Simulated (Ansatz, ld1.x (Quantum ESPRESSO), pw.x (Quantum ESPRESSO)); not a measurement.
**Equation-of-state test of one TM potential (ruthenium (Ru))**

Ru (Z = 44), norm-conserving Troullier–Martins (Kleinman–Bylander form), made with ld1.x (Quantum ESPRESSO) 7.5 (PBE, scalar-relativistic). Core [Kr], reference 4d6 5s0 5p0 (charge +2). Waves: 5s (bound, empty): rc 2.40 bohr; 5p (bound, empty): rc 3.20 bohr; 4d (bound): rc 1.65 bohr. Local part: all-electron potential smoothed inside 2.15 bohr (lloc = -1). Core correction: none.

Atomic tests: cutoffs needed: 50 Ry and 70 Ry (the cutoffs (Ry, on a coarse ladder) from which the occupation-weighted sum of valence levels, in a spherical-Bessel basis at the reference potential, stays within 10 and 1 mRy of its value at 400 Ry); ghost test: ghost state, extra bound levels that the all-electron valence spectrum of the same l lacks: s at -26.5 eV; a true bound ghost makes a file unfit for plane-wave use (spherical-Bessel basis up to 400 Ry, 20 bohr box); configuration tests: 1 of 7 tests not solved or not reliable.

Crystal test: sc Ru in pw.x 7.5, no spin, 13³ k-points, Fermi–Dirac smearing 0.01 Ry, cutoffs 85/340 Ry. The reference is all-electron LAPW (Ansatz 0.2.0) with the same functional, mesh and smearing; V0 and B0 come from Birch–Murnaghan fits to the pressures at five volumes. Errors are pseudo minus all-electron; Δ is the rms difference of the E(V) curves that follow from these fits, minima aligned, over ±6 % about the mean V0. Mesh and smearing are coarse, so the numbers serve the comparison and aren't converged zero-temperature values; the lattice is a test structure that the element need not adopt.

All-electron: a0 = 2.513 Å (V0 = 15.88 Å³/atom), B0 = 217.0 GPa.

Q: How far does the potential miss the all-electron equation of state?

A: mean pressure error (GPa): -25.93. The pressure does not cross zero within the volumes sampled, so no fit is given. The largest radius (3.20 bohr) exceeds half the bond length (2.37 bohr), so the spheres overlap, which is one possible source of error among others. This is a poor potential for the solid. Note: ghost state, extra bound levels that the all-electron valence spectrum of the same l lacks: s at -26.5 eV. A true bound ghost makes a file unfit for plane-wave use. Atomic configuration tests: 1 of 7 tests not solved or not reliable. The logarithmic derivative shows an extra or strongly shifted pseudo pole above the reference energy (p near 0.99 Ry).

```csv
V (Å³/atom),P all-electron (GPa),P pseudo (GPa)
15.074,12.76,-15.79
15.470,5.99,-21.09
15.867,0.13,-25.65
16.264,-4.94,-29.58
16.660,-9.32,-32.93
```

Q: At the middle volume, how do free energy and pressure move when the wave cutoff is lowered (ecutrho kept at four times it)?

A:

```json
{"cutoff (Ry)": "38", "shift of F (meV/atom)": "+977.6", "shift of P (GPa)": "-42.88"}
{"cutoff (Ry)": "51", "shift of F (meV/atom)": "+71.3", "shift of P (GPa)": "-5.67"}
{"cutoff (Ry)": "68", "shift of F (meV/atom)": "+1.0", "shift of P (GPa)": "+0.03"}
```

Input at the middle volume:

```
&control
  calculation='scf', prefix='x', pseudo_dir='./', outdir='./tmp', tstress=.true., disk_io='low'
/
&system
  ibrav=0, nat=1, ntyp=1, ecutwfc=85, ecutrho=340, nbnd=11,
  occupations='smearing', smearing='fd', degauss=0.01
/
&electrons
  conv_thr=1e-09, mixing_beta=0.4, electron_maxstep=70
/
ATOMIC_SPECIES
Ru 1.0 Ru.UPF
CELL_PARAMETERS angstrom
  2.51284060 0.00000000 0.00000000
  0.00000000 2.51284060 0.00000000
  0.00000000 0.00000000 2.51284060
ATOMIC_POSITIONS crystal
Ru 0.0000 0.0000 0.0000
K_POINTS automatic
13 13 13 0 0 0
```

```bash
pw.x < Ru.scf.in > Ru.scf.out
```

Lines of the output:

```
Message from routine setup:
     using ibrav=0 with symmetry is DISCOURAGED, use correct ibrav instead
     lattice parameter (alat)  =       4.7486  a.u.
     unit-cell volume          =     107.0758 (a.u.)^3
     number of electrons       =         8.00
     number of Kohn-Sham states=           11
     kinetic-energy cutoff     =      85.0000  Ry
     charge density cutoff     =     340.0000  Ry
     scf convergence threshold =      1.0E-09
     Exchange-correlation= PBE
     number of k points=    84  Fermi-Dirac smearing, width (Ry)=  0.0100
     iteration #  1     ecut=    85.00 Ry     beta= 0.40
     total energy              =     -32.73689625 Ry
     estimated scf accuracy    <       2.89947067 Ry
     iteration #  2     ecut=    85.00 Ry     beta= 0.40
     total energy              =     -33.16202883 Ry
     estimated scf accuracy    <       0.78535994 Ry
     iteration #  3     ecut=    85.00 Ry     beta= 0.40
     total energy              =     -33.15503529 Ry
     estimated scf accuracy    <       0.13191516 Ry
     iteration #  4     ecut=    85.00 Ry     beta= 0.40
     total energy              =     -33.11799199 Ry
     estimated scf accuracy    <       0.12980617 Ry
     iteration #  5     ecut=    85.00 Ry     beta= 0.40
     total energy              =     -33.09218246 Ry
     estimated scf accuracy    <       0.75933442 Ry
     iteration #  6     ecut=    85.00 Ry     beta= 0.40
     total energy              =     -33.16149152 Ry
     estimated scf accuracy    <       0.03930552 Ry
     iteration #  7     ecut=    85.00 Ry     beta= 0.40
     total energy              =     -33.16406754 Ry
     estimated scf accuracy    <       0.00006090 Ry
     iteration #  8     ecut=    85.00 Ry     beta= 0.40
     total energy              =     -33.16406870 Ry
     estimated scf accuracy    <       0.00104928 Ry
     iteration #  9     ecut=    85.00 Ry     beta= 0.40
     total energy              =     -33.16398579 Ry
     estimated scf accuracy    <       0.00054803 Ry
     iteration # 10     ecut=    85.00 Ry     beta= 0.40
     total energy              =     -33.16403394 Ry
     estimated scf accuracy    <       0.00001007 Ry
     iteration # 11     ecut=    85.00 Ry     beta= 0.40
     total energy              =     -33.16403383 Ry
     estimated scf accuracy    <       0.00003909 Ry
     iteration # 12     ecut=    85.00 Ry     beta= 0.40
     total energy              =     -33.16402959 Ry
     estimated scf accuracy    <       0.00002811 Ry
     iteration # 13     ecut=    85.00 Ry     beta= 0.40
     total energy              =     -33.16403179 Ry
     estimated scf accuracy    <       0.00000138 Ry
     iteration # 14     ecut=    85.00 Ry     beta= 0.40
     total energy              =     -33.16403196 Ry
     estimated scf accuracy    <       0.00000228 Ry
     iteration # 15     ecut=    85.00 Ry     beta= 0.40
     total energy              =     -33.16403211 Ry
     estimated scf accuracy    <          1.7E-09 Ry
     iteration # 16     ecut=    85.00 Ry     beta= 0.40
     total energy              =     -33.16403211 Ry
     estimated scf accuracy    <          1.0E-09 Ry
     iteration # 17     ecut=    85.00 Ry     beta= 0.40
     the Fermi energy is    13.9837 ev
!    total energy              =     -33.16403211 Ry
     estimated scf accuracy    <          8.5E-11 Ry
     smearing contrib. (-TS)   =      -0.01645592 Ry
     The total energy is F=E-TS. E is the sum of the following terms:
     one-electron contribution =       8.28769409 Ry
     hartree contribution      =       3.53945247 Ry
     xc contribution           =      -6.73444492 Ry
     ewald contribution        =     -38.24027782 Ry
     convergence has been achieved in  17 iterations
          total   stress  (Ry/bohr**3)                   (kbar)     P=     -256.52
```

The run at the middle volume (84 k-points, 17 iterations) took about 22 s on one core of a shared host (Neoverse-V1, 32 threads, 247 GiB, load 12).
